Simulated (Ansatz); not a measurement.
Ansatz input

```yaml
crystal:
  lattice:
    - [2.5804935598, 0.0, 0.0]
    - [0.0, 2.5804935598, 0.0]
    - [0.0, 0.0, 2.5804935598]
  atoms:
    - { symbol: Re, position: [0.0, 0.0, 0.0] }
hamiltonian:
  xc: pbe
  pseudopotentials:
    kind: paw
    azcp:
      Re: "pseudopotentials/Re.paw.azcp"
basis:
  ecutwfc: 420
  fft_grid_basis: typed
kpoints:
  mp_grid: { grid: [20, 20, 20], shift: [0, 0, 0] }
magnetization:
  spin_polarized: false
scf:
  occupations: { method: fermi_dirac, width: 0.1 }
output:
  write_density: true
  write_potential: true
  elf: true
  volumetric_format: npy
```

Terminal output

```
Engine: ansatz 0.2.0, x86_64-unknown-linux-gnu
Pseudopotentials: kind: paw
Pseudopotential: Re, paw, valence charge 15, recommended cutoff 420 eV (normal) 
Functional definition: PBE
  parameter kappa = 0.804
  parameter beta = 0.06672455060314922
  exchange = pbe_x(kappa = kappa, mu = beta*pi^2/3)
  correlation = pbe_c(beta = beta)
Crystal: 1 atoms, lattice volume = 17.183 Å³
Basis set: ecut = 420 eV, 341 PW (Γ)
Bands: 12, of which v1, the nominal top of the filled ones, is band 8 counted from 1 (7 counted from 0)
Symmetry: 48 space group operations
Space group: Pm-3m (ITA 221), of the structure as read, at distance tolerance 2.6e-5 Å
k-points: 286 of 8000
Non-local potential: Re, projectors of the file, l = 0: 3, l = 1: 2, l = 2: 2, l = 3: 1
PAW form: soft (Blöchl's): semilocal exchange-correlation on the pseudo side does not see the compensation charge
PAW one-centre angular grid: Re, 590 points (default); XC on 64 Gauss nodes
Initial density: superposition of atomic densities (neutral atoms: chi_scale 0, normalization atom), corrected by the library's trained network
Initial wavefunctions: pseudopotential atomic-orbital guess
Functional: x = pbe(κ = 0.804, μ = 0.2195149727645171), c = pbe(β = 0.06672455060314922)
SCF iter   1: F=—  HF=-10866.709931 eV  |F-HF|=—  |Δ(HF+E_count)|=         —  Δρ=5.01e-3  dr2=1.42e-3  ethr=1.77e-3  ⟨swp⟩=5.0  Hψ=18930  notcnv=0
SCF iter   2: F=—  HF=-10866.710185 eV  |F-HF|=—  |Δ(HF+E_count)|=   2.55e-4  Δρ=2.89e-3  dr2=4.60e-4  ethr=9.48e-6  ⟨swp⟩=1.5  Hψ=6095  notcnv=0
SCF iter   3: F=—  HF=-10866.710340 eV  |F-HF|=—  |Δ(HF+E_count)|=   1.55e-4  Δρ=2.04e-4  dr2=5.67e-6  ethr=3.07e-6  ⟨swp⟩=2.4  Hψ=4281  notcnv=0
SCF iter   4: F=—  HF=-10866.710338 eV  |F-HF|=—  |Δ(HF+E_count)|=   2.44e-6  Δρ=6.03e-5  dr2=2.38e-7  ethr=3.78e-8  ⟨swp⟩=2.0  Hψ=4411  notcnv=0
iter 5 did not close the SCF: its close was put off for the readings that it lacked (scf_convergence_deferred on its scf_iter line)
SCF iter   5: F=-10866.710338 eV  HF=-10866.710338 eV  |F-HF|=7.19e-10  |Δ(HF+E_count)|=   2.11e-9  Δρ=8.93e-6  dr2=4.33e-9  ethr=1.58e-9  ⟨swp⟩=2.2  Hψ=5262  notcnv=0
SCF iter   6: F=-10866.710338 eV  HF=-10866.710338 eV  |F-HF|=7.28e-11  |Δ(HF+E_count)|=   1.16e-9  Δρ=3.22e-6  dr2=6.11e-10  ethr=2.88e-11  ⟨swp⟩=1.2  Hψ=10345  notcnv=0
SCF 1 converged in 6 iterations: F = -10866.710338 eV  dr2 = 6.11e-10
SCF converged after 6 iterations
Free energy (F): -10866.710338 eV
Harris-Foulkes:  -10866.710338 eV  (|F-HF|=7.28e-11)
Internal energy: -10866.675504 eV  (E = F + TS)
E sigma→0 (E₀):  -10866.692921 eV
Entropy (-TS):   -0.034834 eV (-34.834 meV/atom)
Fermi energy:    20.424392 eV
--- Per-component energies (eV) ---
  E_band       = -129.215685
  E_kinetic    = 539.180029
  E_local      = -954.324648  (includes V_loc(G=0)·N_el)
  E_nonlocal   = 51.133175
  E_hartree    = 340.531981
  E_xc         = -402.350611
  E_vxc        = -302.001433  (∫ρ·V_xc dr)
  E_paw        = -8659.671083  (= ΣΔE_a)
  E_vpaw       = -144.266757  (= ΣTr[D̂ρ^β])
  E_aug_tail   = -0.000068  (compensation charges beyond the density's cutoff)
  E_ewald      = -1781.174279
  E_smearing   = -0.034834  (= −TS)
  E_closure    = 0.000000  (closes the sum)
  Σ components = -10866.710338   (vs F -10866.710338, Δ=0.00e0)
--- Band table (eV; the first three rows and the last of 286) ---
  k-point 0: bands = ["-59.7904", "-21.1242", "-21.1242", "-21.1242", "11.2621", "15.1157", "15.1157", "23.9027", "23.9027", "23.9027", "35.3671", "35.3671"]
  k-point 1: bands = ["-59.7882", "-21.1551", "-21.1217", "-21.1217", "11.3458", "15.1359", "15.2024", "23.7773", "23.7773", "23.9116", "34.8811", "35.5419"]
  k-point 2: bands = ["-59.7820", "-21.2441", "-21.1143", "-21.1143", "11.5859", "15.1949", "15.4628", "23.4321", "23.4321", "23.9374", "33.7655", "36.0308"]
  k-point 285: bands = ["-59.5314", "-22.0089", "-22.0089", "-22.0089", "15.7046", "15.7046", "15.7046", "26.7544", "26.7544", "28.1064", "31.8381", "31.8381"]
```

Launched by

```sh
ansatz run input.yaml --threads 1 --pin off --max-ram 3584MiB --backend cpu --events-out ev --progress --plain --runs-dir out
```

On 1 thread of Intel(R) Xeon(R) Platinum 8259CL CPU @ 2.50GHz (Skylake/Cascade Lake) (shared host) this took about 6.9 s of wall time and 6.8 s of CPU time.
